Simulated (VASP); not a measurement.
## Band gap of BeTe: cutoff, mesh and cell

How far does the LDA gap of BeTe depend on cutoff, mesh and cell? The starting structure is a measured crystal structure from the Crystallography Open Database. Cell and atoms stay as given unless a step says otherwise.

Method: Kohn-Sham DFT with plane waves and PAW; LDA, in VASP 6.6.1.

The database entry behind the starting cell differs from later determinations by our own check (an axis about 1.5 % short against later determinations), so it need not match the best structure at ambient conditions.

## Step 1: The structure

The structure is cubic, space group F-43m (No. 216). The conventional cell has a = 5.540 Å, b = 5.540 Å, c = 5.540 Å, α = 90.00°, β = 90.00°, γ = 90.00°. Te has 4 Be at 2.40 Å nearest. Nearest to Be lie 4 Te at 2.40 Å. Farther neighbours and most contacts between anions are not listed.

## Step 2: Reference bands

The input, INCAR:

```
SYSTEM = BeTe
PREC = Accurate
ENCUT = 350
EDIFF = 1E-06
NELM = 100
ISMEAR = 0
SIGMA = 0.03
LREAL = .FALSE.
ALGO = Normal
GGA = CA
NBANDS = 16
LORBIT = 11
LWAVE = .FALSE.
LCHARG = .FALSE.
KPAR = 4
```

The input, POSCAR:

```
BeTe
1.0
    0.0000000000      2.7700000000      2.7700000000
    2.7700000000      0.0000000000      2.7700000000
    2.7700000000      2.7700000000      0.0000000000
Te Be
1 1
Direct
    0.7500000000      0.7500000000      0.7500000000
    0.0000000000      0.0000000000      0.0000000000
```

The input, KPOINTS:

```
Automatic mesh
0
Gamma
6 6 6
0 0 0
```

The input, KPOINTS_OPT:

```
Line mode
10
Line-mode
Reciprocal
  0.00000000   0.00000000   0.00000000 GAMMA
  0.50000000   0.00000000   0.50000000 X

  0.50000000   0.00000000   0.50000000 X
  0.50000000   0.25000000   0.75000000 W

  0.50000000   0.25000000   0.75000000 W
  0.37500000   0.37500000   0.75000000 K

  0.37500000   0.37500000   0.75000000 K
  0.00000000   0.00000000   0.00000000 GAMMA

  0.00000000   0.00000000   0.00000000 GAMMA
  0.50000000   0.50000000   0.50000000 L

  0.50000000   0.50000000   0.50000000 L
  0.62500000   0.25000000   0.62500000 U

  0.62500000   0.25000000   0.62500000 U
  0.50000000   0.25000000   0.75000000 W

  0.50000000   0.25000000   0.75000000 W
  0.50000000   0.50000000   0.50000000 L

  0.50000000   0.50000000   0.50000000 L
  0.37500000   0.37500000   0.75000000 K

  0.62500000   0.25000000   0.62500000 U
  0.50000000   0.00000000   0.50000000 X
```

Potentials, in the order of the species: Te and Be (LDA family, release 64).

On the command line:

```sh
$ mpirun -np 4 vasp_std
```

The program printed:

```text
[banner, memory and clock lines left out]
running    4 mpi-ranks, on    1 nodes
 distrk:  each k-point on    1 cores,    4 groups
 distr:  one band on    1 cores,    1 groups

 POSCAR found type information on POSCAR TeBe
 POSCAR found :  2 types and       2 ions
 LDA part: xc-table for (Slater(with rela. corr.)+CA(PZ))
 , standard interpolation
 POSCAR, INCAR and KPOINTS ok, starting setup
 FFT: planning ... GRIDC
 FFT: planning ... GRID_SOFT
 FFT: planning ... GRID
 WAVECAR not read
 entering main loop
       N       E                     dE             d eps       ncg     rms          rms(c)
DAV:   1     0.143116474648E+02    0.14312E+02   -0.25682E+03   512   0.298E+02
DAV:   2    -0.805941822154E+01   -0.22371E+02   -0.20832E+02   688   0.644E+01
DAV:   3    -0.893386251811E+01   -0.87444E+00   -0.87348E+00   616   0.125E+01
DAV:   4    -0.894341145810E+01   -0.95489E-02   -0.95484E-02   736   0.149E+00
DAV:   5    -0.894357676548E+01   -0.16531E-03   -0.16531E-03   624   0.187E-01    0.454E+00
DAV:   6    -0.877405611684E+01    0.16952E+00   -0.16522E-01   672   0.108E+00    0.264E+00
DAV:   7    -0.871853551802E+01    0.55521E-01   -0.12154E-01   624   0.107E+00    0.481E-01
DAV:   8    -0.871782175240E+01    0.71377E-03   -0.66404E-03   632   0.329E-01    0.111E-01
DAV:   9    -0.871788604612E+01   -0.64294E-04   -0.24157E-04   728   0.702E-02    0.399E-02
DAV:  10    -0.871788985042E+01   -0.38043E-05   -0.16311E-05   616   0.149E-02    0.161E-02
DAV:  11    -0.871788926957E+01    0.58085E-06   -0.15426E-06   664   0.478E-03
   1 F= -.87178893E+01 E0= -.87178893E+01  d E =-.332965E-25
 Start KPOINTS_OPT (optional k-point list driver)
k-point batch [1-16\100]
       N       E                     dE             ncg
DAV:   1     0.451263660507E+03   -0.23225E+04      512
DAV:   2     0.994638106190E+02   -0.35180E+03      704
DAV:   3     0.861488280020E+02   -0.13315E+02      656
DAV:   4     0.860113320557E+02   -0.13750E+00      696
DAV:   5     0.860086681813E+02   -0.26639E-02      656
DAV:   6     0.860086020624E+02   -0.66119E-04      712
DAV:   7     0.860086002706E+02   -0.17918E-05      640
DAV:   8     0.860086002195E+02   -0.51097E-07      568
[...]
k-point batch [97-100\100]
       N       E                     dE             ncg
DAV:   1     0.289820482653E+04   -0.92447E+03      128
DAV:   2     0.281695325931E+04   -0.81252E+02      168
DAV:   3     0.281425558943E+04   -0.26977E+01      176
DAV:   4     0.281422136911E+04   -0.34220E-01      168
DAV:   5     0.281422059209E+04   -0.77703E-03      176
DAV:   6     0.281422057090E+04   -0.21183E-04      144
DAV:   7     0.281422057027E+04   -0.63634E-06      184
```

Run time: 6 s. Hardware: 4 MPI ranks of AMD EPYC 7R43, shared host; peak memory 0.39 GiB; 21 s of CPU time.

Lines that name or quote the potential files are left out of all logs, and their timing lines are given in words.

Parts of OUTCAR (step 2):

```text
ion  position               nearest neighbor table
   1  0.750  0.750  0.750-   2 2.40   2 2.40   2 2.40   2 2.40
   2  0.000  0.000  0.000-   1 2.40   1 2.40   1 2.40   1 2.40

  LATTYP: Found a face centered cubic cell.
 ALAT       =     5.5400000000

 Subroutine GETGRP returns: Found 24 space group operations
 (whereof 24 operations were pure point group operations)

The static configuration has the point symmetry T_d .

 Found     16 irreducible k-points:

   k-points           NKPTS =     16   k-points in BZ     NKDIM =     16   number of bands    NBANDS=     16

   dimension x,y,z NGX =    24 NGY =   24 NGZ =   24
   dimension x,y,z NGXF=    48 NGYF=   48 NGZF=   48

   ENCUT  =  350.0 eV  25.72 Ry    5.07 a.u.   5.98  5.98  5.98*2*pi/ulx,y,z

   NELECT =       8.0000    total number of electrons

 k-points in reciprocal lattice and weights: Automatic mesh
   0.00000000  0.00000000  0.00000000       0.005
   0.16666667  0.00000000  0.00000000       0.037
   0.33333333  0.00000000  0.00000000       0.037
   0.50000000  0.00000000  0.00000000       0.019
   0.16666667  0.16666667  0.00000000       0.028
   0.33333333  0.16666667  0.00000000       0.111
   0.50000000  0.16666667  0.00000000       0.111
  -0.33333333  0.16666667  0.00000000       0.111
  -0.16666667  0.16666667  0.00000000       0.056
[...]
-0.33333333  0.33333333  0.16666667       0.111
  -0.33333333  0.50000000  0.16666667       0.056

 average (electrostatic) potential at core
       1 -89.1409       2 -31.5646

 E-fermi :   5.7271

 k-point     1 :       0.0000    0.0000    0.0000
  band No.  band energies     occupation
      1      -7.1380      2.00000
      2       5.5143      2.00000
      3       5.5143      2.00000
      4       5.5143      2.00000
      5       9.0547      0.00000
      6       9.0547      0.00000
      7       9.0547      0.00000
      8       9.6039      0.00000
      9      13.7668      0.00000
    ...

 k-point     2 :       0.1667    0.0000    0.0000
  band No.  band energies     occupation
      1      -6.8616      2.00000
      2       3.4170      2.00000
      3       5.1015      2.00000
      4       5.1015      2.00000
      5       9.0256      0.00000
      6       9.6305      0.00000
      7       9.6305      0.00000
      8      11.5251      0.00000
      9      14.3526      0.00000
    ...

 k-point     3 :       0.3333    0.0000    0.0000
  band No.  band energies     occupation
      1      -6.1630      2.00000
      2       0.8187      2.00000
      3       4.5235      2.00000
      4       4.5235      2.00000
      5       8.7937      0.00000
      6      10.0887      0.00000
      7      10.0887      0.00000
      8      13.2094      0.00000
      9      14.9654      0.00000
    ...

  Total        0.2218394      0.2218394      0.2218394     -0.0000000      0.0000000      0.0000000
  in kB        8.3614167      8.3614167      8.3614167     -0.0000000      0.0000000      0.0000000
  external PRESSURE =       8.3614167 kB  Pullay stress =       0.0000000 kB

  energy-cutoff  :      350.00
  volume of cell :       42.51
      direct lattice vectors                 reciprocal lattice vectors
     0.000000000  2.770000000  2.770000000    -0.180505415  0.180505415  0.180505415
     2.770000000  0.000000000  2.770000000     0.180505415 -0.180505415  0.180505415
     2.770000000  2.770000000  0.000000000     0.180505415  0.180505415 -0.180505415

 POSITION                                       TOTAL-FORCE (eV/Angst)
 -----------------------------------------------------------------------------------
      4.15500      4.15500      4.15500        -0.000000      0.000000      0.000000
      0.00000      0.00000      0.00000         0.000000     -0.000000     -0.000000
 -----------------------------------------------------------------------------------
    total drift:                               -0.000000     -0.000000     -0.000000

  FREE ENERGIE OF THE ION-ELECTRON SYSTEM (eV)
  ---------------------------------------------------
  free  energy   TOTEN  =        -8.7178892696 eV

  energy  without entropy=       -8.7178892696  energy(sigma->0) =       -8.71788927

 total charge
# of ion       s       p       d       tot
------------------------------------------
    1        1.336   2.175   0.038   3.550
    2        0.378   0.614   0.000   0.992
--------------------------------------------------
tot          1.714   2.790   0.038   4.541

[... 3 further parts left out ...]
```

Spin-orbit coupling is off here; with elements this heavy it can split and shift levels by tenths of an eV.

The reference gap is 1.748 eV.

## Step 3: Bands with cell and atoms relaxed by LDA

Against step 2 the input has another starting structure. The cell comes from a relaxation at this level, not shown (43.05 Å³).

INCAR is that of step 2.

The input, POSCAR:

```
BeTe
1.0
    0.0000000000      2.7817497132      2.7817497132
    2.7817497132      0.0000000000      2.7817497132
    2.7817497132      2.7817497132      0.0000000000
Te Be
1 1
Direct
    0.7500000000      0.7500000000      0.7500000000
    0.0000000000      0.0000000000      0.0000000000
```

KPOINTS is that of step 2.

KPOINTS_OPT is that of step 2.

On the command line:

```sh
$ mpirun -np 4 vasp_std
```

The program printed:

```text
[... set-up lines as in an earlier step ...]
 entering main loop
       N       E                     dE             d eps       ncg     rms          rms(c)
DAV:   1     0.132132925318E+02    0.13213E+02   -0.24610E+03   512   0.296E+02
DAV:   2    -0.817542309800E+01   -0.21389E+02   -0.20758E+02   712   0.645E+01
DAV:   3    -0.892369667382E+01   -0.74827E+00   -0.74763E+00   656   0.117E+01
DAV:   4    -0.893247448178E+01   -0.87778E-02   -0.87776E-02   696   0.142E+00
[...]
DAV:   9    -0.871934872045E+01   -0.62782E-04   -0.22894E-04   696   0.685E-02    0.383E-02
DAV:  10    -0.871935246441E+01   -0.37440E-05   -0.16144E-05   600   0.147E-02    0.155E-02
DAV:  11    -0.871935198490E+01    0.47950E-06   -0.13851E-06   680   0.460E-03
   1 F= -.87193520E+01 E0= -.87193520E+01  d E =-.114756E-24
 Start KPOINTS_OPT (optional k-point list driver)
k-point batch [1-16\100]
       N       E                     dE             ncg
DAV:   1     0.431200027349E+03   -0.21994E+04      512
DAV:   2     0.849982667156E+02   -0.34620E+03      672
DAV:   3     0.728331799569E+02   -0.12165E+02      680
DAV:   4     0.726945107128E+02   -0.13867E+00      640
DAV:   5     0.726916914156E+02   -0.28193E-02      704
DAV:   6     0.726916214196E+02   -0.69996E-04      688
DAV:   7     0.726916195301E+02   -0.18895E-05      664
DAV:   8     0.726916194819E+02   -0.48271E-07      496
[...]
k-point batch [97-100\100]
       N       E                     dE             ncg
DAV:   1     0.302960642494E+04   -0.88922E+03      128
DAV:   2     0.293526273934E+04   -0.94344E+02      168
DAV:   3     0.293229946660E+04   -0.29633E+01      192
DAV:   4     0.293225836697E+04   -0.41100E-01      152
DAV:   5     0.293225744609E+04   -0.92088E-03      192
DAV:   6     0.293225742069E+04   -0.25396E-04      152
DAV:   7     0.293225741992E+04   -0.76807E-06      192
```

Elapsed: 6.2 s, on 4 MPI ranks; peak memory 0.41 GiB; 22 s of CPU time.

Parts of OUTCAR (step 3):

```text
  Total        0.0014061      0.0014061      0.0014061      0.0000000      0.0000000      0.0000000
  in kB        0.0523296      0.0523296      0.0523296      0.0000000      0.0000000      0.0000000
  external PRESSURE =       0.0523296 kB  Pullay stress =       0.0000000 kB

 POSITION                                       TOTAL-FORCE (eV/Angst)
 -----------------------------------------------------------------------------------
      4.17262      4.17262      4.17262        -0.000000     -0.000000     -0.000000
      0.00000      0.00000      0.00000         0.000000      0.000000      0.000000
 -----------------------------------------------------------------------------------
    total drift:                               -0.000000     -0.000000     -0.000000

  FREE ENERGIE OF THE ION-ELECTRON SYSTEM (eV)
  ---------------------------------------------------
  free  energy   TOTEN  =        -8.7193519849 eV

  energy  without entropy=       -8.7193519849  energy(sigma->0) =       -8.71935198

[... 1 part as in an earlier step ...]

[... 2 further parts left out ...]
[key lines of the parts left out:]
E-fermi :   5.5752
```

With cell and atoms relaxed by LDA the gap is 1.780 eV, +0.032 eV from the reference.

## Step 4: Bands with no band path

Against step 2 the input has no band path (also changed: NBANDS).

INCAR: that of step 3 with these lines changed.

```diff
@@ -10,3 +10,3 @@
 GGA = CA
-NBANDS = 16
+NBANDS = 10
 LORBIT = 11
```

The input, POSCAR:

```
BeTe
1.0
    0.0000000000      2.7700000000      2.7700000000
    2.7700000000      0.0000000000      2.7700000000
    2.7700000000      2.7700000000      0.0000000000
Te Be
1 1
Direct
    0.7500000000      0.7500000000      0.7500000000
    0.0000000000      0.0000000000      0.0000000000
```

KPOINTS is that of step 3.

On the command line:

```sh
$ mpirun -np 4 vasp_std
```

The program printed:

```text
[... set-up lines as in an earlier step ...]
 entering main loop
       N       E                     dE             d eps       ncg     rms          rms(c)
DAV:   1     0.118551183704E+02    0.11855E+02   -0.26204E+03   320   0.476E+02
DAV:   2    -0.818371703096E+01   -0.20039E+02   -0.18966E+02   436   0.761E+01
DAV:   3    -0.893736223445E+01   -0.75365E+00   -0.75247E+00   412   0.161E+01
DAV:   4    -0.894347475891E+01   -0.61125E-02   -0.61122E-02   376   0.171E+00
[...]
DAV:   9    -0.871788618446E+01   -0.56821E-04   -0.20720E-04   372   0.974E-02    0.386E-02
DAV:  10    -0.871788935231E+01   -0.31678E-05   -0.24415E-05   354   0.238E-02    0.151E-02
DAV:  11    -0.871788922063E+01    0.13168E-06   -0.84405E-07   272   0.575E-03
   1 F= -.87178892E+01 E0= -.87178892E+01  d E =-.191927E-11
```

Elapsed: 1.8 s, on 4 MPI ranks; peak memory 0.37 GiB; 4.8 s of CPU time.

Parts of OUTCAR (step 4):

```text
  Total        0.2224318      0.2224318      0.2224318     -0.0000000      0.0000000      0.0000000
  in kB        8.3837459      8.3837459      8.3837459     -0.0000000      0.0000000      0.0000000
  external PRESSURE =       8.3837459 kB  Pullay stress =       0.0000000 kB

 POSITION                                       TOTAL-FORCE (eV/Angst)
 -----------------------------------------------------------------------------------
      4.15500      4.15500      4.15500        -0.000000     -0.000000      0.000000
      0.00000      0.00000      0.00000         0.000000      0.000000     -0.000000
 -----------------------------------------------------------------------------------
    total drift:                               -0.000000     -0.000000     -0.000000

  FREE ENERGIE OF THE ION-ELECTRON SYSTEM (eV)
  ---------------------------------------------------
  free  energy   TOTEN  =        -8.7178892206 eV

  energy  without entropy=       -8.7178892206  energy(sigma->0) =       -8.71788922

[... 1 part as in an earlier step ...]

[... 2 further parts left out ...]
[key lines of the parts left out:]
E-fermi :   5.6437
```

With no band path the gap is 1.748 eV, +0.000 eV from the reference, read on the mesh alone.

(Part 1 of 2 ends here.)

[Lines on the potential files, build, host, timing and source positions are cut from VASP's logs without a mark.]

[Logs are printed without paths, hosts, clocks, repeated set-up lines and the standing remarks that a program may print on its own settings, such as how far it seeks lower states.]

[Hosts, paths, dates, database ids (printed as entryN), source tags and the programs' standing remarks are cut or masked in the printed files.]
